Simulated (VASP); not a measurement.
# Al (Fm-3m) in VASP: further runs

Runs on Al. Level: LDA. Tasks: single point.

Everything below comes from runs of VASP 6.6.1. Logs are shortened: lines on timing, memory, paths and dates and some standing lists are left out, and cuts for length are marked.

## Step 1: The undisturbed crystal

It takes space group Fm-3m (No. 225, cubic). The conventional cell has a = 4.050 Å, b = 4.050 Å, c = 4.050 Å, α = 90.00°, β = 90.00°, γ = 90.00°. Al (site symmetry m-3m) has 12 Al at 2.86 Å as nearest neighbours.

## Step 2: Single point, LDA (grid = ENCUT=350 dk=0.6 cell=3x3x2 ISMEAR=1 SIGMA=0.1 LREAL=Auto EDIFF=1e-06)

Contents of INCAR:

```
PREC = Accurate
ENCUT = 350
EDIFF = 1E-6
ISMEAR = 1
SIGMA = 0.1
LREAL = Auto
LASPH = T
NELM = 120
ALGO = Fast
ISIF = 2
LWAVE = F
LCHARG = F
NBANDS = 49
```

Contents of KPOINTS:

```
Automatic mesh
0
Gamma
  2 2 3
```

Contents of POSCAR:

```
Al17Cu
1.0
    0.0000000000      6.0744150000      6.0744150000
    6.0744150000      0.0000000000      6.0744150000
    4.0496100000      4.0496100000      0.0000000000
Cu Al
1 17
Direct
    0.0000000000      0.0000000000      0.0000000000
    0.0000000000      0.0000000000      0.5000000000
    0.0000000000      0.3333333333      0.0000000000
    0.0000000000      0.3333333333      0.5000000000
    0.0000000000      0.6666666667      0.0000000000
    0.0000000000      0.6666666667      0.5000000000
    0.3333333333      0.0000000000      0.0000000000
    0.3333333333      0.0000000000      0.5000000000
    0.3333333333      0.3333333333      0.0000000000
    0.3333333333      0.3333333333      0.5000000000
    0.3333333333      0.6666666667      0.0000000000
    0.3333333333      0.6666666667      0.5000000000
    0.6666666667      0.0000000000      0.0000000000
    0.6666666667      0.0000000000      0.5000000000
    0.6666666667      0.3333333333      0.0000000000
    0.6666666667      0.3333333333      0.5000000000
    0.6666666667      0.6666666667      0.0000000000
    0.6666666667      0.6666666667      0.5000000000
```

Potentials or basis: VASP PAW LDA potentials, release 64 (Cu, Al).

Launch:

```sh
cat potpaw_LDA.64/Cu/POTCAR potpaw_LDA.64/Al/POTCAR > POTCAR
mpirun -np 1 vasp_std > vasp.out
```

OUTCAR:

```text
PREC = Accurate
   ENCUT = 350
   EDIFF = 1E-6
   ISMEAR = 1
   LREAL = Auto
   LASPH = T
   NELM = 120
   ISIF = 2

 Found      6 irreducible k-points:

 Following reciprocal coordinates:
            Coordinates               Weight
  0.000000  0.000000  0.000000      1.000000
  0.500000  0.000000  0.000000      2.000000
  0.500000  0.500000  0.000000      1.000000
  0.000000  0.000000  0.333333      2.000000
  0.500000  0.000000  0.333333      4.000000
  0.500000  0.500000  0.333333      2.000000
   k-points           NKPTS =      6   k-points in BZ     NKDIM =      6   number of bands    NBANDS=     49
   number of dos      NEDOS =    301   number of ions     NIONS =     18
   total plane-waves  NPLWV = 104976
   dimension x,y,z NGX =    54 NGY =   54 NGZ =   36
   dimension x,y,z NGXF=   108 NGYF=  108 NGZF=   72
   ions per type =               1  17
   NGX,Y,Z   is equivalent  to a cutoff of  10.45, 10.45, 10.45 a.u.
   NGXF,Y,Z  is equivalent  to a cutoff of  20.90, 20.90, 20.90 a.u.
 SYSTEM =  unknown system
   PREC   = accura    normal or accurate (medium, high low for compatibility)
   ISTART =      0    job   : 0-new  1-cont  2-samecut
   ICHARG =      2    charge: 1-file 2-atom 10-const
   ISPIN  =      1    spin polarized calculation?
   LNONCOLLINEAR =      F non collinear calculations
   LSORBIT =      F    spin-orbit coupling
   LASPH  =      T    aspherical Exc in radial PAW
   ENCUT  =  350.0 eV  25.72 Ry    5.07 a.u.  13.10 13.10  8.74*2*pi/ulx,y,z
   NELM   =    120;   NELMIN=  2; NELMDL= -5     # of ELM steps
   EDIFF  = 0.1E-05   stopping-criterion for ELM
   LREAL  =      T    real-space projection
   EDIFFG = 0.1E-04   stopping-criterion for IOM
   NSW    =      0    number of steps for IOM
[... 5 lines left out ...]
   TEBEG  =    0.0;   TEEND  =   0.0 temperature during run
   PSTRESS=    0.0 pullay stress
   NELECT =      62.0000    total number of electrons
   NUPDOWN=      -1.0000    fix difference up-down
   EMIN   =  10.00;   EMAX   =-10.00  energy-range for DOS
   EFERMI =   0.00;   METHOD = LEGACY
   ISMEAR =     1;   SIGMA  =   0.10  broadening in eV -4-tet -1-fermi 0-gaus
   EFERMI_NEDOS =   21; number of points for ismear=-14 and -15
   IALGO  =     68    algorithm
   IMIX   =      4    mixing-type and parameters
     AMIX     =   0.40;   BMIX     =  1.00
     AMIX_MAG =   1.60;   BMIX_MAG =  1.00
  volume/ion in A,a.u.               =      16.60       112.04
  Fermi-wavevector in a.u.,A,eV,Ry     =   0.969143  1.831415 12.779120  0.939239
  Thomas-Fermi vector in A             =   2.099171
   LORBIT       =      0    0 simple, 1 ext, 2 COOP (PROOUT), +10 PAW based schemes
   GGA     = CA    functional components
   LHFCALC =     F    Hartree Fock is set to
   AEXX    =    0.0000 exact exchange contribution
   IVDW    =     0    specifies the selected vdW correction
   LEPSILON=     F    determine dielectric tensor
   LRPA    =     F    only Hartree local field effects (RPA)
 non-spin polarized calculation
 RMM-DIIS sequential band-by-band and
 Methfessel and Paxton  Order N= 1 SIGMA  =   0.10
  energy-cutoff  :      350.00
  volume of cell :      298.85
 maximum number of plane-waves:      4470
 NGX is ok and might be reduce to    54
   NGX = 27   NGY = 27   NGZ = 17

 number of electron      61.9999975 magnetization

 Free energy of the ion-electron system (eV)
  ---------------------------------------------------
  ext. energy  EPLUGINS =         0.00000000
  ---------------------------------------------------
  free energy    TOTEN  =       -76.65884149 eV

  energy without entropy =      -76.65322729  energy(sigma->0) =      -76.65697009

 E-fermi :   7.3184     XC(G=0): -10.3727

 val. band max:        7.3145355470   @ k =   0.0000   0.0000   0.3333
 cond. band min:       7.3444371570   @ k =   0.5000   0.5000   0.0000
 fundamental gap:      0.0299016100
 Fermi energy:         7.3183799880

 k-point     1 :       0.0000    0.0000    0.0000
  band No.  band energies     occupation
      1      -3.3749      2.00000
      2      -0.5275      2.00000
      3      -0.4676      2.00000
      4      -0.3847      2.00000
      5      -0.2552      2.00000
      6       0.5877      2.00000
[... 35 lines left out ...]
     42       9.2297     -0.00000
     43       9.4012      0.00000

 k-point     2 :       0.5000    0.0000    0.0000
  band No.  band energies     occupation
      1      -2.7272      2.00000
      2      -2.5205      2.00000
      3      -0.6741      2.00000
      4      -0.5975      2.00000
      5       1.2321      2.00000
      6       1.3023      2.00000
[... 35 lines left out ...]
     42      10.0762      0.00000
     43      10.0806      0.00000

 k-point     3 :       0.5000    0.5000    0.0000
  band No.  band energies     occupation
      1      -2.4581      2.00000
      2      -2.3207      2.00000
      3      -1.4320      2.00000
      4      -1.2684      2.00000
      5       1.2745      2.00000
      6       1.2960      2.00000
[... 35 lines left out ...]
     42      10.7723      0.00000
     43      10.9780      0.00000

 k-point     4 :       0.0000    0.0000    0.3333
  band No.  band energies     occupation
      1      -2.6311      2.00000
      2      -0.7765      2.00000
      3      -0.7026      2.00000
      4      -0.5500      2.00000
      5      -0.4759      2.00000
      6      -0.2511      2.00000
[... 35 lines left out ...]
     42      10.6100      0.00000
     43      10.6224      0.00000

 k-point     5 :       0.5000    0.0000    0.3333
  band No.  band energies     occupation
      1      -2.3915      2.00000
      2      -1.4733      2.00000
      3      -1.2863      2.00000
      4      -0.7548      2.00000
      5      -0.5119      2.00000
      6       1.2167      2.00000
[... 35 lines left out ...]
     42      10.6698      0.00000
     43      10.7212      0.00000

 k-point     6 :       0.5000    0.5000    0.3333
  band No.  band energies     occupation
      1      -2.6323      2.00000
      2      -1.3950      2.00000
      3      -0.7751      2.00000
      4      -0.7014      2.00000
      5      -0.4173      2.00000
      6       1.2053      2.00000
[... 35 lines left out ...]
     42      10.5957      0.00000
     43      10.6022      0.00000
 [bands above 43 left out]

------------------------ aborting loop because EDIFF is reached ----------------------------------------

  FORCE on cell =-STRESS in cart. coord.  units (eV):
  Direction    XX          YY          ZZ          XY          YZ          ZX
  --------------------------------------------------------------------------------------
  -------------------------------------------------------------------------------------
  Total      -11.1500944    -11.1500944     -8.9431402      0.5004915      0.1718722      0.1718722
  in kB      -59.7773989    -59.7773989    -47.9455721      2.6832132      0.9214339      0.9214340
  external PRESSURE =     -55.8334567 kB  Pullay stress =       0.0000000 kB

 VOLUME and BASIS-vectors are now :
 -----------------------------------------------------------------------------
  energy-cutoff  :      350.00
  volume of cell :      298.85
      direct lattice vectors                 reciprocal lattice vectors
     0.000000000  6.074415000  6.074415000    -0.082312453  0.082312453  0.082312453
     6.074415000  0.000000000  6.074415000     0.082312453 -0.082312453  0.082312453
     4.049610000  4.049610000  0.000000000     0.123468680  0.123468680 -0.123468680

 POSITION                                       TOTAL-FORCE (eV/Angst)
 -----------------------------------------------------------------------------------
      0.00000      0.00000      0.00000        -0.000000      0.000000      0.000000
      2.02481      2.02481      0.00000        -0.000000      0.000000      0.000000
      2.02480      0.00000      2.02480        -0.213240      0.045722     -0.227639
      4.04961      2.02481      2.02480        -0.020840      0.206396     -0.235832
      4.04961      0.00000      4.04961         0.213240     -0.045722      0.227639
      6.07442      2.02481      4.04961         0.020840     -0.206396      0.235832
[... 10 lines left out ...]
      4.04961      4.04961      8.09922         0.016436      0.016436      0.070301
      6.07442      6.07442      8.09922        -0.015933     -0.015933     -0.011013
 -----------------------------------------------------------------------------------
    total drift:                               -0.000000     -0.000000      0.000000

  FREE ENERGIE OF THE ION-ELECTRON SYSTEM (eV)
  ---------------------------------------------------
  free  energy   TOTEN  =       -76.6588414895 eV

  energy  without entropy=      -76.6532272903  energy(sigma->0) =      -76.65697009
```

OSZICAR:

```text
N       E                     dE             d eps       ncg     rms          rms(c)
DAV:   1     0.133828418268E+03    0.13383E+03   -0.16670E+04   588   0.778E+02
DAV:   2    -0.656013358754E+02   -0.19943E+03   -0.17697E+03   622   0.157E+02
DAV:   3    -0.798016035775E+02   -0.14200E+02   -0.13128E+02   768   0.443E+01
[... 11 lines left out ...]
RMM:  15    -0.766588782785E+02   -0.80788E-04   -0.10391E-03   839   0.135E-01    0.618E-02
RMM:  16    -0.766588630780E+02    0.15200E-04   -0.25615E-04   799   0.835E-02    0.354E-02
RMM:  17    -0.766588416574E+02    0.21421E-04   -0.83964E-05   718   0.287E-02    0.771E-03
RMM:  18    -0.766588410611E+02    0.59636E-06   -0.14590E-05   715   0.218E-02    0.112E-02
RMM:  19    -0.766588414895E+02   -0.42847E-06   -0.47073E-06   525   0.896E-03
   1 F= -.76658841E+02 E0= -.76656970E+02  d E =-.561420E-02
```

stdout:

```text
POSCAR found type information on POSCAR CuAl
 POSCAR found :  2 types and      18 ions
 scaLAPACK will be used
 LDA part: xc-table for (Slater(with rela. corr.)+CA(PZ))
 , standard interpolation
 -----------------------------------------------------------------------------
|                                                                             |
|           W    W    AA    RRRRR   N    N  II  N    N   GGGG   !!!           |
|           W    W   A  A   R    R  NN   N  II  NN   N  G    G  !!!           |
|           W    W  A    A  R    R  N N  N  II  N N  N  G       !!!           |
|           W WW W  AAAAAA  RRRRR   N  N N  II  N  N N  G  GGG   !            |
|           WW  WW  A    A  R   R   N   NN  II  N   NN  G    G                |
|           W    W  A    A  R    R  N    N  II  N    N   GGGG   !!!           |
|                                                                             |
|     Your reciprocal lattice and k-lattice belong to different lattice       |
|     classes:                                                                |
|                                                                             |
|        The reciprocal lattice is base-centered monoclinic,                  |
|        whereas your k-lattice is body-centered cubic.                       |
|                                                                             |
|     Results are often still useful ...                                      |
|                                                                             |
 -----------------------------------------------------------------------------

 POSCAR, INCAR and KPOINTS ok, starting setup
 FFT: planning ... GRIDC
 FFT: planning ... GRID_SOFT
 FFT: planning ... GRID
 WAVECAR not read
 entering main loop
```

Wall time 55 s (1 thread of Intel Xeon 6975P-C (Granite Rapids), shared host); peak memory 0.24 GiB.

The run converged, but some of its settings lie outside the range that counts as converged, so its numbers aren't taken as properties of the crystal.

What came out:

```
Free energy            : -76.6588 eV
Pressure               : -5.6 GPa
Largest force          : 0.373 eV/Å
Band gap on the k mesh : none (metal or under the smearing width)
```

Caveat: the k mesh is coarse (spacing up to 0.45 Å⁻¹), so the values aren't converged; the cutoff is under 1.25 times the usual one of these potentials, so pressure, stress and relaxed cells hold a basis-set (Pulay) error.

## Step 3: Single point, LDA (grid = ENCUT=250 dk=0.35 cell=3x3x2 ISMEAR=1 SIGMA=0.1 LREAL=Auto EDIFF=1e-06)

Changes to INCAR since step 2:

```diff
@@ -1,3 +1,3 @@
 PREC = Accurate
-ENCUT = 350
+ENCUT = 250
 EDIFF = 1E-6
```

Contents of KPOINTS:

```
Automatic mesh
0
Gamma
  3 3 4
```

POSCAR is that of step 2.

Potentials or basis: VASP PAW LDA potentials, release 64 (Cu, Al).

Launch:

```sh
cat potpaw_LDA.64/Cu/POTCAR potpaw_LDA.64/Al/POTCAR > POTCAR
mpirun -np 1 vasp_std > vasp.out
```

Wall time 86 s (1 thread of Intel Xeon 6975P-C (Granite Rapids), shared host); peak memory 0.22 GiB.

The run converged, but a check on its numbers failed (symmetry, net force, bounds or a known fault of this set-up), so they aren't taken as properties of the crystal.

Caveat: the cutoff lies under the usual one of these potentials, so the numbers hold a large basis-set error.

## Step 4: Single point, LDA (grid = ENCUT=350 dk=0.45 cell=3x3x2 ISMEAR=1 SIGMA=0.1 LREAL=Auto EDIFF=1e-06)

Changes to INCAR since step 3:

```diff
@@ -1,3 +1,3 @@
 PREC = Accurate
-ENCUT = 250
+ENCUT = 350
 EDIFF = 1E-6
```

Contents of KPOINTS:

```
Automatic mesh
0
Gamma
  2 2 3
```

POSCAR is that of step 3.

Launch:

```sh
cat potpaw_LDA.64/Cu/POTCAR potpaw_LDA.64/Al/POTCAR > POTCAR
mpirun -np 1 vasp_std > vasp.out
```

It took 49 s on 1 thread of Intel Xeon 6975P-C (Granite Rapids), shared host; peak memory 0.24 GiB.

These settings aren't checked as converged: the numbers below hold their error.

Results:

| Property | Result |
| --- | --- |
| Free energy | -76.6588 eV |
| Pressure | -5.6 GPa |
| Largest force | 0.373 eV/Å |
| Band gap on the k mesh | none (metal or under the smearing width) |

Caveat: the k mesh is coarse (spacing up to 0.45 Å⁻¹), so the values aren't converged; the cutoff is under 1.25 times the usual one of these potentials, so pressure, stress and relaxed cells hold a basis-set (Pulay) error.

[end of part 1 of 2]
